When the Mg and S sublattices of rocksalt MgS are shifted against each other by a small distance u, the energy rises by about F u/4 per atom, where F is the force that pulls the atoms back. This rule has no fitted constant. With F from the column "largest force", it reproduces the "energy change per atom" of all five programs to within about 4% of the computed value. If the force is not known either, an infrared wavenumber can supply it.

PBE calculations of rocksalt MgS in a fixed two-atom cell with the atoms displaced at random by about 0.05 Å, without spin polarisation, on a 9×9×9 k mesh with Fermi-Dirac smearing of 0.05 eV. The basis is given as plane-wave cutoff or orbital set; pressure is positive in compression, and the energy change is relative to the undisplaced cell.

| program | potentials | basis | pressure (GPa) | largest force (eV/Å) | energy change per atom (meV) |
| --- | --- | --- | --- | --- | --- |
| Quantum ESPRESSO | SSSP-1.3-efficiency-PBE | 748.313 eV | 1.100 | 0.252 | 5.430 |
| GPAW | GPAW-PAW-data-sets-(gpaw-data-1.2.1) | 800 eV | 1.320 | 0.257 | 5.530 |
| ABACUS | PseudoDojo-NC-SR-0.4.1-PBE-standard | 1142.88 eV | 1.480 | 0.267 | 5.650 |
| JDFTx | PseudoDojo-SR-PBE-0.5-standard | 1142.88 eV | 1.480 | 0.258 | 5.620 |
| SIESTA | PseudoDojo-0.4-standard, converted-to-PSML | DZP | 3.830 | 0.337 | 7.470 |

The atoms were displaced at random, yet the distortion is a simple one. A cell with two atoms repeats the same displacement everywhere, so moving both atoms together changes nothing and only the shift of one sublattice against the other costs energy. At zero shift each atom sits at a centre of symmetry and feels no force, whatever the volume of the cell. The pressure left in these cells therefore does not spoil the starting point.

From this limit the rule follows in two steps. For a small shift the restoring force grows in proportion to u, as in a spring, F = k u. The average force along the way is then F/2, and the work is F u/2 per cell, or F u/4 for each of its two atoms. Had the force been at full strength from the start, the cost would be twice as large. The computed energies agree with the spring.

The shift itself comes from geometry. The undistorted Mg–S contact in this cell is 2.601 Å, and the shortest contact after the displacement is 2.515 Å, a shortening of 0.086 Å. The force points about 11° away from the shortened bond, if that bond lies along the axis that the stress singles out. Allowing for this tilt gives u = 0.088 Å.

For GPAW the estimate is 0.257 eV/Å × 0.088 Å / 4 = 0.0057 eV, or 5.7 meV per atom, against a computed 5.53 meV. For SIESTA, whose force is far larger, the same steps give 7.4 meV against 7.47 meV. No computed energy was used to set the shift; only the direction of the GPAW force entered it, through the tilt. As a cross-check, a straight proportionality between energy and force was fitted to all five rows, these two included; its slope implies nearly the same shift as the geometry, as the output below shows.

The largest miss, 4% in ABACUS, corresponds to about 0.01 eV/Å in the force. The forces themselves may be off by hundredths of eV/Å, so this miss says nothing about a departure from the spring law.

To do without a computed force, one needs the spring constant k. The shift repeated in every cell is the pattern of the transverse optic vibration at long wavelength, the one that absorbs infrared light. Its frequency ω gives k = μω², where μ is the reduced mass of Mg and S, about 13.8 atomic mass units. In practical units k in eV/Å² is μ times the square of (wavenumber in cm⁻¹ / 520).

A rough, recalled wavenumber for MgS is 240 cm⁻¹, which makes k about 2.9 eV/Å². Multiplying by the shift gives a force of 0.26 eV/Å, and F u/4 then gives 5.7 meV per atom. This agrees with the four plane-wave programs to within 5% of their energies. The closeness is partly luck, because the energy goes with the square of the wavenumber: an error of 10 cm⁻¹ alone would move it by about 9%.

The two routes part at SIESTA. The rule with the computed force works there as well as elsewhere, but the infrared estimate falls 24% below the computed energy. Force and energy in one run are the slope and the height of the same energy curve, so a spring that is too stiff raises both together and leaves their relation intact. Agreement with F u/4 thus shows that a run is consistent with itself, not that its stiffness is right.

The likely source of the extra stiffness is SIESTA's small set of atomic orbitals (DZP), though this is untested here. ABACUS and JDFTx use potentials of the same family with plane waves, and they agree with each other in pressure at 1.48 GPa, whereas SIESTA gives 3.83 GPa. The rule cannot estimate these pressures, because they depend on how the energy changes with volume rather than with the shift.

In practice, halving a small shift should halve the force and quarter the energy. Theory argues this scaling; the table holds a single shift, and a large one would leave the range of the spring law. In a bigger cell F u/2 is replaced by half the sum, over all atoms, of each displacement times the restoring force along it, again counted from a force-free structure. The computed force serves to check the energy of a run, and an independent vibrational frequency, if it belongs to nearly the same cell volume, serves to check the stiffness.

Output of the analysis:

```
ideal contact in A: 2.601
shortening of the shortest contact in A: 0.08645
relative shift of the sublattices in A: 0.08804
Energy per atom from force times shift over four:
               row  force eV/A  estimate meV  computed meV  miss percent
  Quantum ESPRESSO       0.252         5.547          5.43         2.147
              GPAW       0.257         5.657          5.53          2.29
            ABACUS       0.267         5.877          5.65         4.013
             JDFTx       0.258         5.679          5.62         1.043
            SIESTA       0.337         7.417          7.47       -0.7036
largest miss of the rule in percent: 4.013
largest miss with the plain shortening as shift in percent: 2.503
fit of energy on 5 rows: coefficient of force 21.7 +/- 0.18; rms 0.0995, worst SIESTA -0.159, leave-one-out rms 0.132
shift implied by the fitted proportionality in A: 0.08678
reduced mass in atomic mass units: 13.83
spring constant from the recalled wavenumber in eV/A^2: 2.929
force from the recalled wavenumber in eV/A: 0.2579
energy per atom from the recalled wavenumber in meV: 5.676
Spring of each row and miss of the spectroscopic estimate:
               row  spring eV/A^2  wavenumber 1/cm  energy miss percent
  Quantum ESPRESSO          2.862            237.2                4.533
              GPAW          2.919            239.6                2.643
            ABACUS          3.033            244.2               0.4629
             JDFTx           2.93            240.1               0.9992
            SIESTA          3.828            274.4               -24.01
change of the energy estimate for 10 1/cm in the wavenumber in percent: 8.507
SIESTA force above JDFTx in percent: 30.62
SIESTA energy above JDFTx in percent: 32.92
SIESTA pressure above JDFTx in GPa: 2.35
```
